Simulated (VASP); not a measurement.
# BaTiO3 (P4mm) in VASP: elastic constants with LDA

Aim: the elastic constants of BaTiO3 with LDA.

Everything below comes from runs of VASP 6.6.1. Logs are shortened: lines on timing, memory, paths and dates and some standing lists are left out, and cuts for length are marked.

## 1. Starting point

Symmetry: P4mm, No. 99, tetragonal system. Conventional cell: a = 3.990 Å, b = 3.990 Å, c = 4.103 Å, α = 90.00°, β = 90.00°, γ = 90.00°. Around Ba (site symmetry 4mm) lie 12 O at 2.81 to 2.92 Å. Around Ti (site symmetry 4mm) lie 5 O at 1.84 to 2.00 Å. Around O (site symmetry 2mm) lie 2 Ti at 2.00 Å. O (site symmetry 4mm) is surrounded by 1 Ti at 1.84 Å.

The cell is a database's computed one.

## 2. Elastic constants, LDA

Contents of POSCAR:

```
BaTiO3
1.0
    3.9903792100      0.0000000000      0.0000000000
    0.0000000000      3.9903792100      0.0000000000
    0.0000000000      0.0000000000      4.1026553900
Ba Ti O
1 1 3
Direct
    0.5000000000      0.5000000000      0.5825414600
    0.0000000000      0.0000000000      0.1000427000
    0.0000000000      0.5000000000      0.0642205400
    0.5000000000      0.0000000000      0.0642205400
    0.0000000000      0.0000000000      0.5489717500
```

Contents of INCAR.step1:

```
ALGO = Normal ; EDIFF = 1E-8
EDIFFG = -0.002 ; ENCUT = 600
IBRION = 2 ; ISIF = 3
ISMEAR = 0 ; LASPH = True
LCHARG = False ; LREAL = False
LWAVE = False ; NELM = 60
NSW = 40 ; PREC = Accurate
SIGMA = 0.02
```

Contents of INCAR.step2:

```
ALGO = Normal ; EDIFF = 1E-8
ENCUT = 600 ; IBRION = 6
ISIF = 3 ; ISMEAR = 0
LASPH = True ; LCHARG = False
LREAL = False ; LWAVE = False
NELM = 60 ; NFREE = 2
NSW = 1 ; POTIM = 0.015
PREC = Accurate ; SIGMA = 0.02
```

Contents of KPOINTS:

```
k-points
0
Gamma
  8 8 8
```

Potentials or basis: VASP PAW LDA potentials, release 64 (Ba_sv, Ti_sv, O).

Command:

```console
$ cat potpaw_LDA.64/Ba_sv/POTCAR potpaw_LDA.64/Ti_sv/POTCAR potpaw_LDA.64/O/POTCAR > POTCAR
$ cp INCAR.step1 INCAR
$ mpirun -np 1 vasp_std > vasp.out
$ cp CONTCAR POSCAR
$ cp INCAR.step2 INCAR
$ mpirun -np 1 vasp_std > vasp.out
```

OUTCAR:

```text
EDIFF = 1E-8
   ENCUT = 600
   IBRION = 6
   ISIF = 3
   ISMEAR = 0
   LASPH = True
   LREAL = False
   NELM = 60
   NFREE = 2
   NSW = 1
   POTIM = 0.015
   PREC = Accurate

 ion  position               nearest neighbor table
   1  0.500  0.500  0.579-   3 2.77   4 2.77   4 2.77   3 2.77   5 2.79   5 2.79   5 2.79   5 2.79
                             3 2.84   4 2.84   3 2.84   4 2.84   2 3.40   2 3.40   2 3.40   2 3.40
   2  0.000  0.000  0.092-   5 1.86   4 1.97   3 1.97   3 1.97   4 1.97   5 2.13   1 3.40   1 3.40
                             1 3.40   1 3.40   1 3.46   1 3.46   1 3.46   1 3.46
   3  0.000  0.500  0.066-   2 1.97   2 1.97   1 2.77   1 2.77   1 2.84   1 2.84
   4  0.500  0.000  0.066-   2 1.97   2 1.97   1 2.77   1 2.77   1 2.84   1 2.84
   5  0.000  0.000  0.558-   2 1.86   2 2.13   1 2.79   1 2.79   1 2.79   1 2.79

  LATTYP: Found a simple tetragonal cell.
 ALAT       =     3.9413965116
 C/A-ratio  =     1.0123155269

  Lattice vectors:

 A1 = (   3.9413965116,   0.0000000000,   0.0000000000)
 A2 = (   0.0000000000,   3.9413965116,   0.0000000000)
 A3 = (   0.0000000000,   0.0000000000,   3.9899368861)

Analysis of symmetry for initial positions (statically):
=====================================================================
 Subroutine PRICEL returns:
 Original cell was already a primitive cell.

 Routine SETGRP: Setting up the symmetry group for a
 simple tetragonal supercell.

 Subroutine GETGRP returns: Found  8 space group operations
 (whereof  8 operations were pure point group operations)
 out of a pool of 16 trial point group operations.

The static configuration has the point symmetry C_4v.

Analysis of symmetry for dynamics (positions and initial velocities):
=====================================================================
 Subroutine PRICEL returns:
 Original cell was already a primitive cell.

 Routine SETGRP: Setting up the symmetry group for a
 simple tetragonal supercell.

 Subroutine GETGRP returns: Found  8 space group operations
 (whereof  8 operations were pure point group operations)
 out of a pool of 16 trial point group operations.

The dynamic configuration has the point symmetry C_4v.

 Subroutine INISYM returns: Found  8 space group operations
 (whereof  8 operations are pure point group operations),
 and found     1 'primitive' translations

----------------------------------------------------------------------------------------

                                     Primitive cell

  volume of cell :      61.9821

  direct lattice vectors                    reciprocal lattice vectors
     3.941396512  0.000000000  0.000000000     0.253717178  0.000000000  0.000000000
     0.000000000  3.941396512  0.000000000     0.000000000  0.253717178  0.000000000
     0.000000000  0.000000000  3.989936886     0.000000000  0.000000000  0.250630531

  length of vectors
     3.941396512  3.941396512  3.989936886     0.253717178  0.253717178  0.250630531

  position of ions in fractional coordinates (direct lattice)
     0.500000000  0.500000000  0.578721297
     0.000000000  0.000000000  0.091503052
     0.000000000  0.500000000  0.065724396
     0.500000000  0.000000000  0.065724396
     0.000000000  0.000000000  0.558323849

  ion indices of the primitive-cell ions
   primitive index   ion index
                 1           1
[... 129 lines left out ...]
------------------------ aborting loop because EDIFF is reached ----------------------------------------

  FORCE on cell =-STRESS in cart. coord.  units (eV):
  Direction    XX          YY          ZZ          XY          YZ          ZX
  --------------------------------------------------------------------------------------
  -------------------------------------------------------------------------------------
  Total        0.0125602      0.0125602      0.0153403      0.0000000      0.0000000      0.0000000
  in kB        0.3246677      0.3246677      0.3965320      0.0000000      0.0000000      0.0000000
  external PRESSURE =       0.3486225 kB  Pullay stress =       0.0000000 kB
[... 98 lines left out ...]
  FREE ENERGIE OF THE ION-ELECTRON SYSTEM (eV)
  ---------------------------------------------------
  free  energy   TOTEN  =       -44.1543348453 eV

  energy  without entropy=      -44.1543348453  energy(sigma->0) =      -44.15433485

[... ionic steps 4 to 28 ...]

--------------------------------------- Ionic step       29  -------------------------------------------

 number of electron      39.9999983 magnetization

------------------------ aborting loop because EDIFF is reached ----------------------------------------
[... 73 lines left out ...]
--------------------------------------- Ionic step       31  -------------------------------------------

 number of electron      39.9999981 magnetization

 Free energy of the ion-electron system (eV)
  ---------------------------------------------------
  ext. energy  EPLUGINS =         0.00000000
  ---------------------------------------------------
  free energy    TOTEN  =       -44.16875607 eV

  energy without entropy =      -44.16875607  energy(sigma->0) =      -44.16875607

 E-fermi :   3.9609     XC(G=0): -11.9049

 val. band max:        3.8580379735   @ k =   0.5000   0.5000   0.5000
 cond. band min:       5.6174187975   @ k =   0.0000   0.0000   0.0000
 fundamental gap:      1.7593808240
 Fermi energy:         3.9609203116

 k-point     1 :       0.0000    0.0000    0.0000
  band No.  band energies     occupation
      1     -51.8305      2.00000
      2     -28.5220      2.00000
      3     -28.4671      2.00000
      4     -28.4671      2.00000
      5     -20.8148      2.00000
      6     -12.8610      2.00000
[... 637 lines left out ...]
     23       7.5958      0.00000
     24       8.8189      0.00000

 [... further k-points ...]

------------------------ aborting loop because EDIFF is reached ----------------------------------------

  FORCE on cell =-STRESS in cart. coord.  units (eV):
  Direction    XX          YY          ZZ          XY          YZ          ZX
  --------------------------------------------------------------------------------------
  -------------------------------------------------------------------------------------
  Total        0.0511616      0.0511616      0.3022765      0.0000000      0.0000000      0.0000000
  in kB        1.3224791      1.3224791      7.8135552      0.0000000      0.0000000      0.0000000
  external PRESSURE =       3.4861711 kB  Pullay stress =       0.0000000 kB
[... 20 lines left out ...]
  FREE ENERGIE OF THE ION-ELECTRON SYSTEM (eV)
  ---------------------------------------------------
  free  energy   TOTEN  =       -44.1687560724 eV

  energy  without entropy=      -44.1687560724  energy(sigma->0) =      -44.16875607

 INTERNAL STRAIN TENSORS FROM STRAINED CELLS
 ============================================

 INTERNAL STRAIN TENSOR FOR ION    1 for displacements in x,y,z  (eV/Angst):
          X           Y           Z          XY          YZ          ZX
  --------------------------------------------------------------------------------
  x     0.00000     0.00000    -0.00000     0.00000     0.00000     0.25007
  y     0.00000     0.00000     0.00000     0.00000     0.24983     0.00000
  z     0.24020     0.24024     1.37640    -0.00017    -0.00012    -0.00004

 INTERNAL STRAIN TENSORS FROM DISPLACED ATOMS
 ============================================

 INTERNAL STRAIN TENSOR FOR ION    1 for displacements in x,y,z  (eV/Angst):
          X           Y           Z          XY          YZ          ZX
  --------------------------------------------------------------------------------
  x     0.00000     0.00000     0.00000     0.00000     0.00000     0.25164
  y     0.00000     0.00000     0.00000     0.00000     0.25164     0.00000
  z     0.24272     0.24272     1.38033     0.00000     0.00000     0.00000

 INTERNAL STRAIN TENSOR FOR ION    5 for displacements in x,y,z  (eV/Angst):
          X           Y           Z          XY          YZ          ZX
  --------------------------------------------------------------------------------
  x     0.00000     0.00000     0.00000     0.00000     0.00000    -1.18476
  y     0.00000     0.00000     0.00000     0.00000    -1.18476     0.00000
  z    -2.46818    -2.46818   -18.11768     0.00000     0.00000     0.00000

 Eigenvectors and eigenvalues of the dynamical matrix
 ----------------------------------------------------

   1 f  =   15.181358 THz    95.387287 2PiTHz  506.395600 cm-1    62.785024 meV
             X         Y         Z           dx          dy          dz
      1.970698  1.970698  2.309061     0.000000    0.000000   -0.003162
      0.000000  0.000000  0.365091     0.000000    0.000000   -0.018421
      0.000000  1.970698  0.262236    -0.000000    0.000000   -0.394428
      1.970698  0.000000  0.262236     0.000000   -0.000000   -0.394428
      0.000000  0.000000  2.227677    -0.000000   -0.000000    0.829761
[... 105 lines left out ...]
  15 f/i=    2.800069 THz    17.593354 2PiTHz   93.400256 cm-1    11.580151 meV
             X         Y         Z           dx          dy          dz
      1.970698  1.970698  2.309061    -0.005524    0.004802    0.000000
      0.000000  0.000000  0.365091    -0.516253    0.448768    0.000000
      0.000000  1.970698  0.262236     0.280300   -0.358599    0.000000
      1.970698  0.000000  0.262236     0.412525   -0.243659   -0.000000
      0.000000  0.000000  2.227677     0.233020   -0.202559    0.000000

--------------------------------------------------------------------------------------------------------

 ELASTIC MODULI CONTR FROM IONIC RELAXATION (kBar)
 Direction    XX          YY          ZZ          XY          YZ          ZX
 --------------------------------------------------------------------------------
 XX         -48.9453     19.7767   -123.1619      0.0000     -0.0000      0.0000
 YY          19.7767    -48.9453   -123.1619      0.0000      0.0000     -0.0000
 ZZ        -123.1619   -123.1619  -1593.5664      0.0000     -0.0000     -0.0000
 XY           0.0000      0.0000      0.0000      0.0000      0.0000      0.0000
 YZ          -0.0000      0.0000     -0.0000      0.0000     -5.9091      0.0000
 ZX           0.0000     -0.0000     -0.0000      0.0000      0.0000     -5.9091
 --------------------------------------------------------------------------------

 TOTAL ELASTIC MODULI (kBar)
 Direction    XX          YY          ZZ          XY          YZ          ZX
 --------------------------------------------------------------------------------
 XX        3358.0290   1202.0322   1036.8515      0.0000     -0.0000      0.0000
 YY        1202.0322   3358.0290   1036.8515      0.0000      0.0000     -0.0000
 ZZ        1036.8515   1036.8515   1796.7383      0.0000     -0.0000     -0.0000
 XY           0.0000      0.0000      0.0000   1326.8721      0.0000      0.0000
 YZ          -0.0000      0.0000     -0.0000      0.0000   1274.5294      0.0000
 ZX           0.0000     -0.0000     -0.0000      0.0000      0.0000   1274.5294
 --------------------------------------------------------------------------------
```

Run time: 34 min. Hardware: 1 thread of Intel Xeon 6975P-C (Granite Rapids), shared host; peak memory 0.58 GiB.

Results:

```yaml
Relaxed_volume: 12.40 Å³/atom
Relaxed_cell: a = 3.941 Å, b = 3.941 Å, c = 3.990 Å, α = 90.00°, β = 90.00°, γ = 90.00°
Space_group_after_relaxing_to_0.05_Å: P4mm (No. 99)
Voigt_bulk_modulus: 167 GPa
Highest_phonon_frequency_at_Γ_LO-TO_splitting_left_out: 506 cm⁻¹
Most_unstable_mode: 93i cm⁻¹
```

The path:
```tsv
step	energy change (eV)	largest force (eV/Å)	pressure (GPa)	volume (Å³)
1	0.0000	0.1696	-7.50	65.33
2	0.0242	1.0817	10.02	59.71
3	-0.0665	0.3597	-0.21	62.65
4	-0.0665	0.3714	-0.05	62.59
5	-0.0716	0.0742	0.12	62.30
6	-0.0717	0.0561	0.13	62.28
7	-0.0738	0.0426	-0.17	62.29
8	-0.0751	0.0633	-0.64	62.32
9	-0.0758	0.0730	0.26	61.96
10	-0.0759	0.0670	0.10	62.03
11	-0.0764	0.0413	0.09	62.00
12	-0.0767	0.0272	0.09	61.96
13	-0.0768	0.0111	-0.09	62.02
14	-0.0768	0.0100	-0.10	62.03
15	-0.0768	0.0166	0.05	61.98
16	-0.0768	0.0122	0.00	61.99
17	-0.0768	0.0055	0.00	61.99
18	-0.0768	0.0045	0.00	61.98
19	-0.0768	0.0042	0.01	61.98
20	-0.0768	0.0026	-0.01	61.99
21	-0.0768	0.0018	-0.03	61.99
22	-0.0768	0.0014	-0.03	61.99
23	-0.0768	0.0011	-0.02	61.98
```

Final structure:
```
CELL_PARAMETERS angstrom
3.94140 0.00000 0.00000
0.00000 3.94140 0.00000
0.00000 0.00000 3.98994
ATOMIC_POSITIONS crystal
Ba 0.50000 0.50000 0.57872
Ti 0.00000 0.00000 0.09150
O 0.00000 0.50000 0.06572
O 0.50000 0.00000 0.06572
O 0.00000 0.00000 0.55832
```

Phonon frequencies in cm⁻¹ (negative: imaginary):
```tsv
q point	frequencies
(0.000, 0.000, 0.000)	-93 -93 0 1 1 182 185 185 264 296 296 296 479 479 506
```

Elastic tensor in Voigt notation (GPa, in the Cartesian axes of the cell as first typed):
```
336 120 104   0   0   0
120 336 104   0   0   0
104 104 180   0   0   0
  0   0   0 127   0   0
  0   0   0   0 127   0
  0   0   0   0   0 133
```

Clamped-ion elastic tensor (GPa):
```
341 118 116   0   0   0
118 341 116   0   0   0
116 116 339   0   0   0
  0   0   0 128   0   0
  0   0   0   0 128   0
  0   0   0   0   0 133
```

Caveat: some modes are imaginary. The run has no spin-orbit coupling, so splittings on Ba are missing.
